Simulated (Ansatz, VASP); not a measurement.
## Two plane-wave programs on Fe

```
Fe
1.0
     2.39146    0.00000    0.00000
     0.00000    2.39146    0.00000
     0.00000    0.00000    2.39146
Fe
1
Direct
  0.00000 0.00000 0.00000
```

This isn't the form of Fe at room conditions, which is bcc.

Alike in both runs: task single point; functional revPBE; k mesh 21 × 21 × 21; occupations fermi-dirac, width 0.05 eV; collinear spin.

```csv
,VASP,Ansatz
version,VASP 6.6.1,Ansatz 0.2.0
potentials or method,"VASP PAW PBE potentials, release 64 (Fe)","plane waves (420 eV) with PAW, scalar-relativistic"
plane-wave cutoff (eV),520,420
valence electrons in the cell,8,16
```

|  | VASP | Ansatz | Ansatz less VASP |
| --- | --- | --- | --- |
| net moment per atom (μB) | 2.49 | 2.49 | -0.006 |
| size of the moment on the site where the two differ most (μB) | 2.48 | 2.47 | -0.018 |

Site moments also hang on the region over which each program counts them. With one functional, cell and mesh, what is left measures potentials, basis and numerics. The two sets of potentials don't hold the same shells in valence.
